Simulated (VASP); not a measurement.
# CdTe (F-43m) in VASP: settings compared

Aim: see how the results for CdTe move with the level of theory and the settings. Levels: LDA, RPBE, revPBE. Tasks: single point, relaxation of cell and atoms.

Program: VASP 6.6.1. These are calculated values, not measurements. Logs are shortened: lines on timing, memory, paths and dates and some standing lists are left out, and cuts for length are marked.

**What was measured.**

From a printed reference work, data compilation, for a bulk crystal of CdTe at 0 K: band gap 1.607 eV.

How close the calculation comes is told below.

### Step 1. The cell of the first run

It takes space group F-43m (No. 216, cubic). Conventional cell: a = 6.410 Å, b = 6.410 Å, c = 6.410 Å, α = 90.00°, β = 90.00°, γ = 90.00°. Within 3.7 Å of Te (site symmetry -43m) lie 4 Cd at 2.78 Å. Within 3.7 Å of Cd (site symmetry -43m) lie 4 Te at 2.78 Å.

### Step 2. Single point, LDA

The input, INCAR:

```
SYSTEM = CdTe
PREC = Accurate
ENCUT = 520
EDIFF = 1E-6
ISMEAR = -1
SIGMA = 0.05
LREAL = .FALSE.
LASPH = .TRUE.
NELM = 100
ALGO = Normal
ISIF = 2
LWAVE = .FALSE.
LCHARG = .TRUE.
GGA = CA
LELF = .TRUE.
LVHAR = .TRUE.
NBANDS = 16
```

The input, KPOINTS:

```
regular mesh
0
G
  7 7 7
  0 0 0
```

The input, POSCAR:

```
CdTe
1.0
    0.0000000000      3.2050000000      3.2050000000
    3.2050000000      0.0000000000      3.2050000000
    3.2050000000      3.2050000000      0.0000000000
Te Cd
1 1
Direct
    0.7500000000      0.7500000000      0.7500000000
    0.0000000000      0.0000000000      0.0000000000
```

Potentials or basis: VASP PAW LDA potentials, release 64 (Te, Cd).

On the command line:

```sh
$ cat potpaw_LDA.64/Te/POTCAR potpaw_LDA.64/Cd/POTCAR > POTCAR
$ mpirun -np 1 vasp_std > vasp.out
```

OUTCAR:

```text
SYSTEM = CdTe
   PREC = Accurate
   ENCUT = 520
   EDIFF = 1E-6
   ISMEAR = -1
   LREAL = .FALSE.
   LASPH = .TRUE.
   NELM = 100
   ISIF = 2
   GGA = CA

 ion  position               nearest neighbor table
   1  0.750  0.750  0.750-   2 2.78   2 2.78   2 2.78   2 2.78
   2  0.000  0.000  0.000-   1 2.78   1 2.78   1 2.78   1 2.78

  LATTYP: Found a face centered cubic cell.
 ALAT       =     6.4100000000

  Lattice vectors:

 A1 = (   0.0000000000,   3.2050000000,   3.2050000000)
 A2 = (   3.2050000000,   0.0000000000,   3.2050000000)
 A3 = (   3.2050000000,   3.2050000000,   0.0000000000)

Analysis of symmetry for initial positions (statically):
=====================================================================
 Subroutine PRICEL returns:
 Original cell was already a primitive cell.

 Routine SETGRP: Setting up the symmetry group for a
 face centered cubic supercell.

 Subroutine GETGRP returns: Found 24 space group operations
 (whereof 24 operations were pure point group operations)
 out of a pool of 48 trial point group operations.

The static configuration has the point symmetry T_d .

Analysis of symmetry for dynamics (positions and initial velocities):
=====================================================================
 Subroutine PRICEL returns:
 Original cell was already a primitive cell.

 Routine SETGRP: Setting up the symmetry group for a
 face centered cubic supercell.

 Subroutine GETGRP returns: Found 24 space group operations
 (whereof 24 operations were pure point group operations)
 out of a pool of 48 trial point group operations.

The dynamic configuration has the point symmetry T_d .

 Subroutine INISYM returns: Found 24 space group operations
 (whereof 24 operations are pure point group operations),
 and found     1 'primitive' translations

----------------------------------------------------------------------------------------

                                     Primitive cell

  volume of cell :      65.8437

  direct lattice vectors                    reciprocal lattice vectors
     0.000000000  3.205000000  3.205000000    -0.156006240  0.156006240  0.156006240
     3.205000000  0.000000000  3.205000000     0.156006240 -0.156006240  0.156006240
     3.205000000  3.205000000  0.000000000     0.156006240  0.156006240 -0.156006240

  length of vectors
     4.532554467  4.532554467  4.532554467     0.270210734  0.270210734  0.270210734

  position of ions in fractional coordinates (direct lattice)
     0.750000000  0.750000000  0.750000000
     0.000000000  0.000000000  0.000000000

  ion indices of the primitive-cell ions
   primitive index   ion index
                 1           1
                 2           2

----------------------------------------------------------------------------------------

 KPOINTS: regular mesh

Automatic generation of k-mesh.
 Grid dimensions read from file:
 generate k-points for:    7    7    7

 Generating k-lattice:

  Cartesian coordinates                     Fractional coordinates (reciprocal lattice)
    -0.022286606  0.022286606  0.022286606     0.142857143  0.000000000  0.000000000
     0.022286606 -0.022286606  0.022286606     0.000000000  0.142857143  0.000000000
     0.022286606  0.022286606 -0.022286606     0.000000000  0.000000000  0.142857143

  Length of vectors
     0.038601533  0.038601533  0.038601533

  Shift w.r.t. Gamma in fractional coordinates (k-lattice)
     0.000000000  0.000000000  0.000000000

 Subroutine IBZKPT returns following result:
 ===========================================

 Found     20 irreducible k-points:

 Following reciprocal coordinates:
            Coordinates               Weight
  0.000000  0.000000  0.000000      1.000000
  0.142857  0.000000  0.000000      8.000000
  0.285714  0.000000  0.000000      8.000000
  0.428571  0.000000  0.000000      8.000000
  0.142857  0.142857  0.000000      6.000000
  0.285714  0.142857  0.000000     24.000000
[... 12 lines left out ...]
 -0.428571  0.428571  0.142857     24.000000
 -0.285714  0.428571  0.142857     24.000000
   k-points           NKPTS =     20   k-points in BZ     NKDIM =     20   number of bands    NBANDS=     16
   number of dos      NEDOS =    301   number of ions     NIONS =      2
   total plane-waves  NPLWV =  46656
   dimension x,y,z NGX =    36 NGY =   36 NGZ =   36
   dimension x,y,z NGXF=    72 NGYF=   72 NGZF=   72
   ions per type =               1   1
   NGX,Y,Z   is equivalent  to a cutoff of  13.20, 13.20, 13.20 a.u.
   NGXF,Y,Z  is equivalent  to a cutoff of  26.41, 26.41, 26.41 a.u.
 SYSTEM =  CdTe
   PREC   = accura    normal or accurate (medium, high low for compatibility)
   ISTART =      0    job   : 0-new  1-cont  2-samecut
   ICHARG =      2    charge: 1-file 2-atom 10-const
   ISPIN  =      1    spin polarized calculation?
   LNONCOLLINEAR =      F non collinear calculations
   LSORBIT =      F    spin-orbit coupling
   LASPH  =      T    aspherical Exc in radial PAW
   ENCUT  =  520.0 eV  38.22 Ry    6.18 a.u.   8.43  8.43  8.43*2*pi/ulx,y,z
   NELM   =    100;   NELMIN=  2; NELMDL= -5     # of ELM steps
   EDIFF  = 0.1E-05   stopping-criterion for ELM
   LREAL  =      F    real-space projection
   EDIFFG = 0.1E-04   stopping-criterion for IOM
   NSW    =      0    number of steps for IOM
   IBRION =     -1    ionic relax: 0-MD 1-quasi-New 2-CG
   NFREE  =      0    steps in history (QN), initial steepest desc. (CG)
   ISIF   =      2    stress and relaxation
   ISYM   =      2    0-nonsym 1-usesym 2-fastsym
   POTIM  = 0.5000    time-step for ionic-motion
   TEBEG  =    0.0;   TEEND  =   0.0 temperature during run
   PSTRESS=    0.0 pullay stress
   NELECT =      18.0000    total number of electrons
   NUPDOWN=      -1.0000    fix difference up-down
   EMIN   =  10.00;   EMAX   =-10.00  energy-range for DOS
   EFERMI =   0.00;   METHOD = LEGACY
   ISMEAR =    -1;   SIGMA  =   0.05  broadening in eV -4-tet -1-fermi 0-gaus
   EFERMI_NEDOS =   21; number of points for ismear=-14 and -15
   IALGO  =     38    algorithm
   IMIX   =      4    mixing-type and parameters
     AMIX     =   0.40;   BMIX     =  1.00
     AMIX_MAG =   1.60;   BMIX_MAG =  1.00
  volume/ion in A,a.u.               =      32.92       222.17
  Fermi-wavevector in a.u.,A,eV,Ry     =   1.062497  2.007828 15.359610  1.128899
  Thomas-Fermi vector in A             =   2.197950
   LORBIT       =      0    0 simple, 1 ext, 2 COOP (PROOUT), +10 PAW based schemes
   GGA     = CA    functional components
   LHFCALC =     F    Hartree Fock is set to
   AEXX    =    0.0000 exact exchange contribution
   IVDW    =     0    specifies the selected vdW correction
   LEPSILON=     F    determine dielectric tensor
   LRPA    =     F    only Hartree local field effects (RPA)
 non-spin polarized calculation
  energy-cutoff  :      520.00
  volume of cell :       65.84
 maximum number of plane-waves:      1807
 NGX is ok and might be reduce to    36
   NGX = 17   NGY = 17   NGZ = 17

 number of electron      17.9999995 magnetization

 Free energy of the ion-electron system (eV)
  ---------------------------------------------------
  ext. energy  EPLUGINS =         0.00000000
  ---------------------------------------------------
  free energy    TOTEN  =        -6.04914826 eV

  energy without entropy =       -6.04913604  energy(sigma->0) =       -6.04914215

 E-fermi :   2.8241     XC(G=0):  -9.0895

 val. band max:        2.4671252635   @ k =   0.0000   0.0000   0.0000
 cond. band min:       3.1197527038   @ k =   0.0000   0.0000   0.0000
 fundamental gap:      0.6526274402
 Fermi energy:         2.8241233041

 k-point     1 :       0.0000    0.0000    0.0000
  band No.  band energies     occupation
      1      -8.9682      2.00000
      2      -5.9460      2.00000
      3      -5.9460      2.00000
      4      -5.9460      2.00000
      5      -5.6566      2.00000
      6      -5.6566      2.00000
[... 8 lines left out ...]
     15      11.8600      0.00000
     16      11.8600      0.00000

 k-point     2 :       0.1429    0.0000    0.0000
  band No.  band energies     occupation
      1      -8.8861      2.00000
      2      -5.9302      2.00000
      3      -5.9302      2.00000
      4      -5.8852      2.00000
      5      -5.6579      2.00000
      6      -5.6579      2.00000
[... 8 lines left out ...]
     15      10.9785      0.00000
     16      10.9785      0.00000

 k-point     3 :       0.2857    0.0000    0.0000
  band No.  band energies     occupation
      1      -8.7002      2.00000
      2      -5.8986      2.00000
      3      -5.8986      2.00000
      4      -5.6716      2.00000
      5      -5.6563      2.00000
      6      -5.6563      2.00000
[... 8 lines left out ...]
     15      10.9955      0.00000
     16      10.9955      0.00000

 k-point     4 :       0.4286    0.0000    0.0000
  band No.  band energies     occupation
      1      -8.5528      2.00000
      2      -5.8784      2.00000
      3      -5.8784      2.00000
      4      -5.6487      2.00000
      5      -5.6487      2.00000
      6      -5.3527      2.00000
[... 8 lines left out ...]
     15      12.2401      0.00000
     16      12.2401      0.00000
[... 248 lines left out ...]
 k-point    18 :      -0.4286    0.2857    0.1429
  band No.  band energies     occupation
      1      -8.4662      2.00000
      2      -5.8429      2.00000
      3      -5.8289      2.00000
      4      -5.6864      2.00000
      5      -5.6495      2.00000
      6      -5.2082      2.00000
[... 8 lines left out ...]
     15      12.4021      0.00000
     16      13.2690      0.00000

 k-point    19 :      -0.4286    0.4286    0.1429
  band No.  band energies     occupation
      1      -8.4210      2.00000
      2      -5.8057      2.00000
      3      -5.8021      2.00000
      4      -5.7209      2.00000
      5      -5.6380      2.00000
      6      -5.1433      2.00000
[... 8 lines left out ...]
     15      13.1932      0.00000
     16      14.0166      0.00000

 k-point    20 :      -0.2857    0.4286    0.1429
  band No.  band energies     occupation
      1      -8.4104      2.00000
      2      -5.8204      2.00000
      3      -5.8033      2.00000
      4      -5.6931      2.00000
      5      -5.6541      2.00000
      6      -5.0674      2.00000
[... 8 lines left out ...]
     15      12.6093      0.00000
     16      14.4630      0.00000

------------------------ aborting loop because EDIFF is reached ----------------------------------------

  FORCE on cell =-STRESS in cart. coord.  units (eV):
  Direction    XX          YY          ZZ          XY          YZ          ZX
  --------------------------------------------------------------------------------------
  -------------------------------------------------------------------------------------
  Total        0.1004740      0.1004740      0.1004740      0.0000000     -0.0000000      0.0000000
  in kB        2.4448379      2.4448379      2.4448379      0.0000000     -0.0000000      0.0000000
  external PRESSURE =       2.4448379 kB  Pullay stress =       0.0000000 kB

 VOLUME and BASIS-vectors are now :
 -----------------------------------------------------------------------------
  energy-cutoff  :      520.00
  volume of cell :       65.84
      direct lattice vectors                 reciprocal lattice vectors
     0.000000000  3.205000000  3.205000000    -0.156006240  0.156006240  0.156006240
     3.205000000  0.000000000  3.205000000     0.156006240 -0.156006240  0.156006240
     3.205000000  3.205000000  0.000000000     0.156006240  0.156006240 -0.156006240

 POSITION                                       TOTAL-FORCE (eV/Angst)
 -----------------------------------------------------------------------------------
      4.80750      4.80750      4.80750         0.000000      0.000000      0.000000
      0.00000      0.00000      0.00000        -0.000000     -0.000000     -0.000000
 -----------------------------------------------------------------------------------
    total drift:                               -0.000000     -0.000000     -0.000000

  FREE ENERGIE OF THE ION-ELECTRON SYSTEM (eV)
  ---------------------------------------------------
  free  energy   TOTEN  =        -6.0491482564 eV

  energy  without entropy=       -6.0491360369  energy(sigma->0) =       -6.04914215
```

It took 34 s on 1 thread of AMD EPYC 7R43 (Zen 3), shared host; peak memory 0.14 GiB.

Results:

```
Free energy            : -6.0491 eV
Pressure               : 0.2 GPa
Band gap on the k mesh : 0.65 eV, direct
```

Caveat: spin-orbit coupling is left out, which moves the levels of the heavy elements.

(Continued in part 2 of 3.)
